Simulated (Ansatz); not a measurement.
# Si(111) with Br: bands and core levels, part 2 of 4

What would XPS and angle-resolved spectra of Si(111) with Br look like?

Ansatz 0.2.0; DFT, PBE, plane-wave PAW, scalar-relativistic; PAW set soft_1 (the session's first sound run).

So far, gap on the k-mesh (eV): step 2 (relaxation) 0.981.

### 3. Layer-resolved bands, DOS and potential

This is the main run. States are solved along the surface zone's path and weighed by where they lie along the normal, since photoemission sees the top layers. The cell holds 4 small cells, so the bands are unfolded.

Contents of input.yaml:

```yaml
crystal:
  lattice:
    - [7.6791796437, 0.0, 0.0]
    - [3.8395898218, 6.6503646517, 0.0]
    - [0.0, 0.0, 24.7737769138]
  atoms:
    - { symbol: Br, position: [0.0, 0.0, 0.7181763716] }
    - { symbol: Br, position: [0.5, 0.0, 0.7181763716] }
    - { symbol: Br, position: [0.0, 0.5, 0.7181763716] }
    - { symbol: Br, position: [0.5, 0.5, 0.7181763716] }
    - { symbol: Si, position: [0.0, 0.0, 0.6276930952] }
    - { symbol: Si, position: [0.5, 0.0, 0.6276930952] }
    - { symbol: Si, position: [0.0, 0.5, 0.6276930952] }
    - { symbol: Si, position: [0.5, 0.5, 0.6276930952] }
    - { symbol: Si, position: [0.8333333333, 0.3333333333, 0.5962373501] }
    - { symbol: Si, position: [0.3333333333, 0.3333333333, 0.5962373501] }
    - { symbol: Si, position: [0.8333333333, 0.8333333333, 0.5962373501] }
    - { symbol: Si, position: [0.3333333333, 0.8333333333, 0.5962373501] }
    - { symbol: Si, position: [0.8333333333, 0.3333333333, 0.5006848683] }
    - { symbol: Si, position: [0.3333333333, 0.3333333333, 0.5006848683] }
    - { symbol: Si, position: [0.8333333333, 0.8333333333, 0.5006848683] }
    - { symbol: Si, position: [0.3333333333, 0.8333333333, 0.5006848683] }
    - { symbol: Si, position: [0.1666666667, 0.1666666667, 0.4683903083] }
    - { symbol: Si, position: [0.6666666667, 0.1666666667, 0.4683903083] }
    - { symbol: Si, position: [0.1666666667, 0.6666666667, 0.4683903083] }
    - { symbol: Si, position: [0.6666666667, 0.6666666667, 0.4683903083] }
    - { symbol: Si, position: [0.1666666667, 0.1666666667, 0.373126513] }
    - { symbol: Si, position: [0.6666666667, 0.1666666667, 0.373126513] }
    - { symbol: Si, position: [0.1666666667, 0.6666666667, 0.373126513] }
    - { symbol: Si, position: [0.6666666667, 0.6666666667, 0.373126513] }
    - { symbol: Si, position: [0.0, 0.0, 0.341490118] }
    - { symbol: Si, position: [0.5, 0.0, 0.341490118] }
    - { symbol: Si, position: [0.0, 0.5, 0.341490118] }
    - { symbol: Si, position: [0.5, 0.5, 0.341490118] }
    - { symbol: H, position: [0.0, 0.0, 0.282556835] }
    - { symbol: H, position: [0.5, 0.0, 0.282556835] }
    - { symbol: H, position: [0.0, 0.5, 0.282556835] }
    - { symbol: H, position: [0.5, 0.5, 0.282556835] }
kpoints:
  mp_grid: { grid: [3, 3, 1] }
scf:
  occupations: { method: fermi_dirac, width: 0.02 }
  n_extra_bands: 36
hamiltonian:
  xc: pbe
  pseudopotentials: { kind: paw, azcp: { folder: soft_1 } }
output:
  forces: true
  write_potential: true
  volumetric_format: []
  dos:
    projected:
      site_lists:
        adsorbate: [0, 1, 2, 3]
        layer_1: [4, 5, 6, 7]
        layer_2: [8, 9, 10, 11]
        layer_3: [12, 13, 14, 15]
        middle: [16, 17, 18, 19]
        other_layers: [20, 21, 22, 23, 24, 25, 26, 27, 28, 29, 30, 31]
    de: 0.05
    e_range: [-30, 12]
    method: { smearing: { sigma: 0.12, scheme: gaussian } }
  eigenstates:
    kpoints:
      - [0.33333333, -0.33333333, 0.0]
      - [0.25, -0.375, 0.0]
      - [0.16666667, -0.41666667, 0.0]
      - [0.08333333, -0.45833333, 0.0]
      - [0.0, 0.5, 0.0]
      - [-0.08333333, 0.45833333, 0.0]
      # [... 29 more points ...]
      - [0.25, 0.5, 0.0]
      - [0.29166667, -0.41666667, 0.0]
    e_range: [-8.0, 6.0]
    unfold:
      supercell_matrix: [[2, 0, 0], [0, 2, 0], [0, 0, 1]]
      layers:
        axis: 3
        edges: [0.121096, 0.389661, 0.394153, 0.606581, 0.611962, 0.879635]
efield:
  axis: 3
  dipole_correction: true
```

The run is started by

```
$ ansatz run input.yaml --threads 4 --pin off --max-ram 11264MiB --backend cpu --events-out ev --progress --plain --runs-dir out
```

Numbers of over 12 decimals in the logs are rounded to 6 here.

The log of the run:

```text
[...]
Crystal: 32 atoms, lattice volume = 1265.181 Å³
Basis set: ecut = 420 eV, 24701 PW (Γ), exchange–correlation on 108×108×360 points (8 copies of the dense FFT grid, shifted against one another)
Bands: 100, of which v1, the nominal top of the filled ones, is band 64 counted from 1 (63 counted from 0)
Symmetry: 24 space group operations
[...]
k-points: 3 of 9 (time reversal used)
[...]
SCF iter   1: F=—  HF=-26462.270710 eV  |F-HF|=—  |Δ(HF+E_count)|=         —  Δρ=3.49e-2  dr2=1.40e1  ethr=3.10e-3  p=0.000 e·Å  D=2.53e-7 V/Å  ΔV_dip=-0.00 eV  dr2_dipole=5.77e-2  V_vac-E_F(+/−)=6.16/6.16 eV  ⟨swp⟩=8.7  Hψ=1755  notcnv=0  defer=24
[...]
SCF iter  10: F=-26458.548971 eV  HF=-26458.548971 eV  |F-HF|=2.74e-9  |Δ(HF+E_count)|=   7.64e-7  Δρ=1.70e-6  dr2=7.55e-8  ethr=7.81e-11  p=-0.227 e·Å  D=-3.25e-2 V/Å  ΔV_dip=0.81 eV  dr2_dipole=4.73e-9  V_vac-E_F(+/−)=4.86/4.05 eV  ⟨swp⟩=24.3  Hψ=3412  notcnv=0
SCF 1 converged in 10 iterations: F = -26458.548971 eV  dr2 = 7.55e-8
[...]
NSCF: frozen V_eff on 37 k-points
efield: sawtooth ramp at fractional position 0.9504 (kept from the solve that this one continues, or follows in the run), width 0.1000; the density the first Hamiltonian is built on has a dipole p = -0.227 e·Å; the dipole correction subtracts the counter field D = -3.25e-2 V/Å, which shifts the + side's vacuum level by +0.81 eV against the − side's; the planar-averaged density in the ramp window peaks in size at 2.4e-6 e/Å³
[...]
SCF converged after 10 iterations
Free energy (F): -26458.548971 eV
[...]
Internal energy: -26458.548971 eV  (E = F + TS)
E sigma→0 (E₀):  -26458.548971 eV
Fermi energy:    0.639006 eV
Dipole field:    D = -0.032536 V/Å  (p = -0.227483 e·Å, saw-weighted, corrected)
Work function:   Φ+ = 4.8592 eV   Φ− = 4.0532 eV
[...]
--- Forces (eV/Å), atoms counted from 1 ---
  atom   1  Br     0.00000000     0.00000000    -0.00111021
  atom   2  Br     0.00000000     0.00000000    -0.00111021
  atom   3  Br     0.00000000     0.00000000    -0.00111021
  atom   4  Br     0.00000000     0.00000000    -0.00111021
  atom   5  Si    -0.00000000    -0.00000000     0.00137806
  atom   6  Si    -0.00000000    -0.00000000     0.00137806
  atom   7  Si    -0.00000000    -0.00000000     0.00137806
  atom   8  Si    -0.00000000    -0.00000000     0.00137806
  atom   9  Si     0.00000000     0.00000000     0.00484237
  atom  10  Si     0.00000000     0.00000000     0.00484237
  atom  11  Si     0.00000000     0.00000000     0.00484237
  atom  12  Si     0.00000000     0.00000000     0.00484237
  atom  13  Si    -0.00000000    -0.00000000    -0.01022279
  atom  14  Si    -0.00000000    -0.00000000    -0.01022279
  atom  15  Si    -0.00000000    -0.00000000    -0.01022279
  atom  16  Si    -0.00000000    -0.00000000    -0.01022279
  atom  17  Si     0.00000000     0.00000000     0.00996661
  atom  18  Si     0.00000000     0.00000000     0.00996661
  atom  19  Si     0.00000000     0.00000000     0.00996661
  atom  20  Si     0.00000000     0.00000000     0.00996661
  atom  21  Si    -0.00000000    -0.00000000    -0.08194032
  atom  22  Si    -0.00000000    -0.00000000    -0.08194032
  atom  23  Si    -0.00000000    -0.00000000    -0.08194032
  atom  24  Si    -0.00000000    -0.00000000    -0.08194032
  atom  25  Si     0.00000000    -0.00000000     0.84907276
  atom  26  Si     0.00000000    -0.00000000     0.84907276
  atom  27  Si     0.00000000    -0.00000000     0.84907276
  atom  28  Si     0.00000000    -0.00000000     0.84907276
  atom  29  H     -0.00000000     0.00000000    -0.77197039
  atom  30  H     -0.00000000     0.00000000    -0.77197039
  atom  31  H     -0.00000000     0.00000000    -0.77197039
  atom  32  H     -0.00000000     0.00000000    -0.77197039
  max |Σ_I F_I| component: 6.43e-5 eV/Å
--- Band table (eV) ---
  k-point 0: bands = [... 60 lower, -0.2819, -0.2819, 0.1525, 0.1525, 1.1337, 1.1337, 1.1337, 1.6400, ... 32 higher]
  k-point 1: bands = [... 60 lower, -0.9961, -0.7058, -0.6871, -0.1894, 1.2714, 1.8521, 1.9450, 1.9450, ... 32 higher]
  k-point 2: bands = [... 60 lower, -1.3501, -0.9512, -0.9512, -0.9512, 2.0779, 2.4128, 2.4128, 2.4128, ... 32 higher]
```

Run time: 3.8 min. Hardware: 4 threads of Arm Neoverse V2, shared host; peak memory 4.8 GiB; 15 min of CPU time.

The column dr2 measures how far the density is from self-consistency, as an energy; F and HF (Harris–Foulkes) agree once it is small.

Numbers from this step:

* Fermi energy: 0.6390 eV
* zero of energy: valence-band maximum
* share of occupied states in no projected shell: 0.0105 of the occupied states in the window

A(k,E), total over k along the path and E. Zero: valence-band maximum.

Ten even steps from '0' (0.09 eV⁻¹) to '9' (6.63 eV⁻¹), each cell a mean:
```
222456654542113672333322113432
222246554366567754222322333322
001223455678997422221111233200
322122234554444443221111134333
222222222244444432223222331122
111000000001321012223444432111
000000000000000000122222200000
000000000000000000000000000000
000000000013442100000000000000
000000001345555322110000000000
000011234455455443222222110000
112222344566666654344332222211
333333444542113455433333333333
232334443300000232334444443332
444554333100000023222211244444
334433322211111122322333344443
555432210000000001222222233455
110001100000000000110000000011
000011111111111111111000000000
001111100000000000011100000000
222211111111111111111222222222
211111000000000000001122211122
```
Columns: k along the path (Å⁻¹) from 0 to 2.58; rows upwards: E (eV) from -7.21 to 4.59.

A(k,E), top over k along the path and E. Zero: valence-band maximum.

Values in eV⁻¹, 12 rows by 16 columns, each cell a mean:
```
0.44 0.44 0.69 0.79 0.57 0.66 0.46 0.59 0.78 0.37 0.40 0.42 0.34 0.32 0.62 0.47
0.20 0.27 0.32 0.47 0.65 0.76 1.03 0.89 0.50 0.38 0.32 0.29 0.33 0.41 0.37 0.19
0.39 0.35 0.35 0.34 0.38 0.46 0.45 0.48 0.46 0.43 0.45 0.40 0.35 0.45 0.34 0.39
0.06 0.05 0.05 0.04 0.05 0.08 0.16 0.11 0.08 0.16 0.24 0.34 0.40 0.22 0.09 0.06
0.03 0.03 0.04 0.05 0.10 0.35 0.66 0.54 0.27 0.11 0.08 0.07 0.07 0.05 0.03 0.03
0.07 0.10 0.25 0.54 0.87 0.89 0.64 0.75 0.86 0.68 0.56 0.53 0.52 0.34 0.10 0.07
0.81 0.88 0.98 0.95 1.09 1.41 1.61 1.57 1.29 1.15 0.75 0.64 0.60 0.73 0.88 0.81
1.04 0.91 0.87 1.00 0.81 0.40 0.14 0.19 0.59 0.73 1.09 0.97 0.93 0.92 0.81 1.02
0.89 1.12 0.99 0.68 0.48 0.33 0.32 0.32 0.35 0.61 0.62 0.85 0.98 1.06 1.20 0.90
0.49 0.28 0.24 0.25 0.18 0.16 0.14 0.14 0.17 0.22 0.33 0.29 0.26 0.24 0.30 0.49
0.06 0.16 0.32 0.33 0.30 0.30 0.31 0.31 0.29 0.32 0.34 0.21 0.07 0.06 0.06 0.06
0.27 0.27 0.21 0.15 0.14 0.14 0.15 0.15 0.14 0.14 0.17 0.32 0.37 0.35 0.30 0.27
```
Columns: k along the path (Å⁻¹) from 0 to 2.58; rows upwards: E (eV) from -7.21 to 4.59.

A(k,E), middle over k along the path and E. Zero: valence-band maximum.

Values in eV⁻¹, 12 rows by 16 columns, each cell a mean:
```
0.67 0.93 1.86 2.05 1.30 1.26 0.69 0.98 1.86 1.14 1.04 1.05 0.91 0.69 1.12 0.77
0.51 0.70 0.81 1.29 1.79 2.10 2.58 2.36 1.40 0.92 0.74 0.60 0.67 1.04 1.15 0.51
1.13 1.01 0.95 0.86 0.92 1.25 1.34 1.38 1.15 0.90 1.00 0.97 0.80 1.11 0.91 1.12
0.13 0.12 0.09 0.09 0.10 0.14 0.36 0.23 0.18 0.54 0.76 0.98 1.16 0.69 0.21 0.13
0.04 0.05 0.05 0.06 0.11 0.43 0.93 0.73 0.33 0.14 0.12 0.15 0.14 0.08 0.05 0.04
0.07 0.09 0.21 0.40 0.88 1.34 1.68 1.59 1.05 0.75 0.51 0.40 0.36 0.20 0.09 0.07
0.67 0.65 0.72 1.01 1.26 1.44 0.85 1.11 1.48 1.22 1.11 1.05 1.00 0.90 0.69 0.67
0.91 1.01 1.24 1.18 1.01 0.35 0.11 0.14 0.65 0.83 0.93 1.00 1.09 1.15 0.97 0.91
0.83 1.10 0.94 0.80 0.61 0.35 0.33 0.33 0.41 0.75 0.57 0.58 0.63 0.82 1.15 0.83
0.76 0.42 0.44 0.51 0.17 0.12 0.11 0.11 0.13 0.34 0.56 0.28 0.20 0.20 0.37 0.75
0.15 0.46 0.56 0.33 0.26 0.24 0.24 0.23 0.24 0.30 0.48 0.49 0.13 0.12 0.13 0.13
0.94 0.58 0.51 0.41 0.38 0.39 0.40 0.40 0.38 0.39 0.47 0.68 0.93 0.92 0.90 0.96
```
Columns: k along the path (Å⁻¹) from 0 to 2.58; rows upwards: E (eV) from -7.21 to 4.59.

A(k,E), bottom over k along the path and E. Zero: valence-band maximum.

Values in eV⁻¹, 12 rows by 16 columns, each cell a mean:
```
0.55 0.60 1.06 1.29 1.16 1.30 0.95 1.12 1.60 0.88 0.75 0.67 0.50 0.44 0.86 0.60
0.27 0.38 0.45 0.75 1.10 1.25 1.52 1.39 0.76 0.47 0.38 0.34 0.40 0.62 0.56 0.26
0.41 0.33 0.30 0.28 0.34 0.59 0.75 0.73 0.59 0.55 0.57 0.54 0.49 0.58 0.32 0.42
0.04 0.04 0.04 0.04 0.05 0.07 0.15 0.11 0.08 0.19 0.32 0.44 0.52 0.24 0.07 0.04
0.02 0.02 0.02 0.03 0.05 0.17 0.45 0.32 0.13 0.06 0.05 0.06 0.06 0.03 0.02 0.02
0.02 0.03 0.08 0.15 0.49 0.96 1.17 1.15 0.73 0.49 0.24 0.13 0.10 0.06 0.03 0.02
0.17 0.18 0.27 0.61 0.76 0.72 0.31 0.45 0.80 0.60 0.71 0.70 0.65 0.44 0.19 0.17
0.47 0.55 0.86 0.68 0.60 0.13 0.06 0.07 0.32 0.54 0.36 0.40 0.45 0.64 0.60 0.48
1.06 1.05 0.73 0.61 0.31 0.25 0.25 0.25 0.26 0.48 0.61 0.57 0.59 0.66 0.97 1.05
0.30 0.23 0.21 0.20 0.14 0.12 0.10 0.11 0.13 0.17 0.27 0.26 0.24 0.22 0.24 0.30
0.07 0.19 0.33 0.30 0.26 0.24 0.25 0.25 0.24 0.28 0.33 0.24 0.07 0.07 0.07 0.07
0.40 0.36 0.34 0.29 0.28 0.29 0.29 0.29 0.29 0.28 0.32 0.42 0.45 0.43 0.41 0.40
```
Columns: k along the path (Å⁻¹) from 0 to 2.58; rows upwards: E (eV) from -7.21 to 4.59.

Peaks of A(k,E) at the labelled points: for each region the eleven nearest the zero at most, each over 6 % of that point's highest, less those above the energy where the solved bands run out; weight and spread sum the levels within three half widths or 0.3 eV, so near peaks share levels. Peaks of the spectral function, the first 40 of 127 rows:

| point | weight on | E (eV) | A (1/eV) | weight near the peak | rms spread of levels (eV) |
| --- | --- | --- | --- | --- | --- |
| K | total | -4.43 | 4.148 | 3 | 0.18 |
| K | total | -4.07 | 3.603 | 4 | 0.258 |
| K | total | -3.89 | 3.378 | 2 | 0.115 |
| K | total | -3.21 | 4.163 | 2 | 0.06 |
| K | total | -2.73 | 2.808 | 2 | 0.216 |
| K | total | -2.15 | 2.88 | 2 | 0.141 |
| K | total | -1.89 | 2.783 | 2 | 0.141 |
| K | total | 1.93 | 2.391 | 1 | 0 |
| K | total | 2.57 | 4.215 | 2 | 0.034 |
| K | total | 3.83 | 2.341 | 1 | 0 |
| K | total | 4.63 | 4.307 | 2 | 0.012 |
| K | top | -6.77 | 0.64 | 0.295 | 0.006 |
| K | top | -4.39 | 1.535 | 0.767 | 0.095 |
| K | top | -3.85 | 1.157 | 0.478 | 0.072 |
| K | top | -3.17 | 1.811 | 0.831 | 0.05 |
| K | top | -2.73 | 1.188 | 1.06 | 0.211 |
| K | top | -2.13 | 1.329 | 0.97 | 0.141 |
| K | top | -1.89 | 1.374 | 0.97 | 0.141 |
| K | top | 1.93 | 0.607 | 0.263 | 0 |
| K | top | 2.57 | 0.669 | 0.306 | 0.033 |
| K | top | 3.83 | 0.663 | 0.289 | 0 |
| K | top | 4.65 | 1.071 | 0.496 | 0.012 |
| K | middle | -6.73 | 2.415 | 1.174 | 0.029 |
| K | middle | -4.49 | 2.005 | 1.192 | 0.147 |
| K | middle | -3.87 | 0.798 | 0.378 | 0.114 |
| K | middle | -3.23 | 1.467 | 0.697 | 0.058 |
| K | middle | -2.73 | 1.114 | 0.678 | 0.211 |
| K | middle | -2.13 | 1.119 | 0.81 | 0.141 |
| K | middle | -1.89 | 1.163 | 0.81 | 0.141 |
| K | middle | 1.93 | 1.491 | 0.637 | 0 |
| K | middle | 2.57 | 2.282 | 1.082 | 0.034 |
| K | middle | 3.83 | 1.013 | 0.433 | 0 |
| K | middle | 4.63 | 1.565 | 0.721 | 0.012 |
| K | bottom | -6.71 | 1.021 | 0.477 | 0.007 |
| K | bottom | -4.07 | 1.901 | 1.289 | 0.203 |
| K | bottom | -3.27 | 1.023 | 0.452 | 0.048 |
| K | bottom | -2.73 | 0.478 | 0.252 | 0.207 |
| K | bottom | -2.15 | 0.368 | 0.178 | 0.12 |
| K | bottom | 1.95 | 0.274 | 0.093 | 0 |
| K | bottom | 2.57 | 1.181 | 0.571 | 0.033 |

The DOS has structure finer than the step of the table below, so its rows give means over 0.5 eV, whole bins alone (the curve runs from -17.0 to 4.41 eV). Peaks (eV: height): total -2.49: 29.2, -1.99: 30.4, -1.49: 31.5, 4.21: 40.3; Si 3p -2.49: 19.6, -1.99: 18.7, -1.49: 20.6, 4.21: 22.6; Si 3s -9.69: 11.1, -9.09: 11.8, -8.29: 8.76, -6.69: 11.1; Br 4p -3.69: 6.25, -2.49: 7.71, -1.99: 10.2, -1.49: 9.82; H 1s -6.59: 1.47, -3.79: 1.88, 3.21: 0.948, 4.01: 1.28.

Table of DOS by E, zero at the valence-band maximum; means over each step; values in states/eV/cell:

| E (eV) | total | Si 3p | Si 3s | Br 4p | H 1s | Br 4s |
| --- | --- | --- | --- | --- | --- | --- |
| -16.0 | 0 | 0 | 0 | 0 | 0 | 0 |
| -15.5 | 0.328 | 0.0323 | 0.0256 | 0.00204 | 0 | 0.267 |
| -15.0 | 13.7 | 1.21 | 0.830 | 0.0900 | 0 | 11.5 |
| -14.5 | 2.00 | 0.163 | 0.107 | 0.0120 | 0 | 1.71 |
| -14.0 | 0 | 0 | 0 | 0 | 0 | 0 |
| -13.5 | 0 | 0 | 0 | 0 | 0 | 0 |
| -13.0 | 0 | 0 | 0 | 0 | 0 | 0 |
| -12.5 | 0 | 0 | 0 | 0 | 0 | 0 |
| -12.0 | 0.0877 | 0.00492 | 0.0797 | 2.5e-4 | 0.00131 | 5.2e-4 |
| -11.5 | 2.45 | 0.327 | 2.04 | 0.00659 | 0.0322 | 0.0145 |
| -11.0 | 2.53 | 0.481 | 1.94 | 0.0143 | 0.0469 | 0.0277 |
| -10.5 | 6.48 | 1.46 | 4.74 | 0.0371 | 0.117 | 0.0681 |
| -10.0 | 6.83 | 1.62 | 4.77 | 0.0867 | 0.178 | 0.122 |
| -9.5 | 9.19 | 2.35 | 6.48 | 0.0679 | 0.151 | 0.0817 |
| -9.0 | 11.2 | 2.97 | 7.43 | 0.172 | 0.354 | 0.163 |
| -8.5 | 6.11 | 1.76 | 3.85 | 0.124 | 0.250 | 0.0806 |
| -8.0 | 3.47 | 0.949 | 2.08 | 0.105 | 0.250 | 0.0606 |
| -7.5 | 6.48 | 2.17 | 3.50 | 0.348 | 0.268 | 0.142 |
| -7.0 | 5.16 | 2.28 | 2.39 | 0.174 | 0.212 | 0.0466 |
| -6.5 | 13.9 | 6.58 | 5.65 | 0.585 | 0.822 | 0.140 |
| -6.0 | 7.92 | 3.79 | 3.25 | 0.452 | 0.297 | 0.0545 |
| -5.5 | 5.75 | 2.04 | 1.70 | 1.20 | 0.580 | 0.141 |
| -5.0 | 2.71 | 1.31 | 0.815 | 0.335 | 0.185 | 0.0271 |
| -4.5 | 9.98 | 6.66 | 0.930 | 1.57 | 0.641 | 0.0765 |
| -4.0 | 20.3 | 12.7 | 1.24 | 4.27 | 1.64 | 0.177 |
| -3.5 | 18.1 | 12.3 | 0.902 | 4.06 | 0.637 | 0.0318 |
| -3.0 | 19.1 | 12.8 | 0.938 | 4.73 | 0.435 | 0.0268 |
| -2.5 | 23.3 | 15.7 | 0.843 | 6.00 | 0.471 | 0.0148 |
| -2.0 | 21.5 | 13.9 | 0.680 | 6.45 | 0.244 | 0.00661 |
| -1.5 | 20.6 | 13.4 | 0.479 | 6.10 | 0.284 | 0.00313 |
| -1.0 | 11.3 | 7.06 | 0.139 | 3.82 | 0.124 | 7.0e-4 |
| -0.5 | 4.03 | 3.11 | 2.4e-5 | 0.839 | 1.9e-5 | 0 |
| 0.0 | 1.46 | 1.17 | 0 | 0.250 | 0 | 0 |
| 0.5 | 0.0324 | 0.0196 | 0.00666 | 0.00128 | 1.1e-4 | 4.2e-5 |
| 1.0 | 3.67 | 2.07 | 0.950 | 0.0681 | 0.0440 | 0.00970 |
| 1.5 | 7.11 | 3.67 | 1.84 | 0.320 | 0.0710 | 0.0319 |
| 2.0 | 14.7 | 7.85 | 3.66 | 0.823 | 0.246 | 0.105 |
| 2.5 | 17.0 | 9.36 | 3.25 | 0.818 | 0.351 | 0.111 |
| 3.0 | 21.5 | 12.5 | 3.40 | 0.747 | 0.582 | 0.128 |
| 3.5 | 16.7 | 10.7 | 1.89 | 0.288 | 0.331 | 0.0463 |
| 4.0 | 28.5 | 15.1 | 3.60 | 0.603 | 0.891 | 0.0982 |

Simulated valence spectra by photon energy, shown to 13 eV, since a deeper line would dwarf them at some energies; the 100 % can be that line's tail at the edge; this run's widths, added to any smearing of the DOS itself: Gaussian 0.1 eV, Lorentzian 0.1 eV. Table of intensity by binding energy, zero at the valence-band maximum; values in % of the maximum within 13 eV:

| binding energy (eV) | 21.2 eV | 40.8 eV | 1486.7 eV | 8047.8 eV |
| --- | --- | --- | --- | --- |
| -1 | 0.463 | 0.511 | 0.504 | 0.530 |
| 0 | 4.30 | 5.84 | 4.62 | 4.13 |
| 1 | 49.9 | 49.6 | 48.7 | 48.0 |
| 2 | 95.8 | 95.9 | 96.0 | 95.7 |
| 3 | 54.5 | 62.9 | 58.7 | 59.4 |
| 4 | 55.2 | 61.7 | 59.4 | 66.0 |
| 5 | 5.73 | 8.58 | 9.81 | 12.8 |
| 6 | 11.9 | 29.2 | 36.1 | 50.9 |
| 7 | 2.91 | 8.34 | 11.0 | 16.3 |
| 8 | 2.03 | 5.90 | 9.21 | 14.8 |
| 9 | 7.25 | 35.2 | 54.0 | 86.9 |
| 10 | 3.20 | 17.0 | 27.1 | 44.5 |
| 11 | 0.728 | 4.60 | 8.03 | 13.3 |
| 12 | - | 0.549 | 1.06 | 2.03 |

Maxima picked by a test of local sharpness, so broad peaks and shoulders can be missing; peaks within 0.45 eV of a curve's cut are left out. Valence peaks, by row, the first 40 of 56 rows:

| photon energy (eV) | binding energy (eV) | height (% of the maximum within 13 eV) | main shell | its share (%) |
| --- | --- | --- | --- | --- |
| 21.2 | 9.063 | 7.695 | Si 3s | 35.76 |
| 21.2 | 8.263 | 7.527 | Br 4p | 43.21 |
| 21.2 | 7.413 | 8.921 | Br 4p | 60.27 |
| 21.2 | 6.613 | 17.86 | Br 4p | 55.58 |
| 21.2 | 6.013 | 12.25 | Br 4p | 65.87 |
| 21.2 | 5.413 | 21.17 | Br 4p | 84.58 |
| 21.2 | 4.213 | 46.27 | Br 4p | 84.69 |
| 21.2 | 3.763 | 71.05 | Br 4p | 87.81 |
| 21.2 | 3.213 | 62.29 | Br 4p | 91.69 |
| 21.2 | 2.563 | 86.86 | Br 4p | 92.93 |
| 21.2 | 1.963 | 100 | Br 4p | 94.84 |
| 21.2 | 1.513 | 93.58 | Br 4p | 94.57 |
| 21.2 | 1.113 | 57.44 | Br 4p | 95.41 |
| 21.2 | 0.3635 | 14.39 | Br 4p | 91.55 |
| 40.8 | 14.91 | 53.16 | Br 4s | 78.88 |
| 40.8 | 9.713 | 32.83 | Si 3s | 77.34 |
| 40.8 | 9.063 | 37.65 | Si 3s | 73.86 |
| 40.8 | 8.313 | 26.58 | Si 3s | 67.9 |
| 40.8 | 7.413 | 25.7 | Si 3s | 59.13 |
| 40.8 | 6.663 | 48.78 | Si 3s | 49.27 |
| 40.8 | 6.013 | 30.46 | Si 3s | 45.5 |
| 40.8 | 4.263 | 55.42 | Br 4p | 52.71 |
| 40.8 | 3.763 | 79.82 | Br 4p | 58.43 |
| 40.8 | 3.213 | 67.15 | Br 4p | 63.58 |
| 40.8 | 2.563 | 90.16 | Br 4p | 66.92 |
| 40.8 | 1.963 | 100 | Br 4p | 70.89 |
| 40.8 | 1.513 | 91.97 | Br 4p | 71.93 |
| 40.8 | 1.113 | 55.19 | Br 4p | 74.23 |
| 1487 | 14.86 | 244.9 | Br 4s | 96.52 |
| 1487 | 9.713 | 53.66 | Si 3s | 87.86 |
| 1487 | 9.063 | 57.91 | Si 3s | 85.65 |
| 1487 | 8.263 | 40.21 | Si 3s | 80.7 |
| 1487 | 7.413 | 36.52 | Si 3s | 72.68 |
| 1487 | 6.663 | 62.99 | Si 3s | 71.26 |
| 1487 | 6.013 | 37.69 | Si 3s | 66.5 |
| 1487 | 4.263 | 50.05 | Br 4p | 69.55 |
| 1487 | 3.763 | 78.06 | Br 4p | 71.2 |
| 1487 | 3.213 | 64.21 | Br 4p | 79.23 |
| 1487 | 2.563 | 89.87 | Br 4p | 80 |
| 1487 | 1.963 | 100 | Br 4p | 84.48 |

(Part 2 of 4 ends here.)

[Logs are printed without paths, hosts, clocks, repeated set-up lines and the standing remarks that a program may print on its own settings, such as how far it seeks lower states.]

[Hosts, paths, dates, database ids (printed as entryN), source tags and the programs' standing remarks are cut or masked in the printed files.]

[Maps of the electrostatic potential energy from Ansatz leave out the sawtooth potential of an applied field or a dipole correction, so their vacuum need not be flat; work functions include it.]
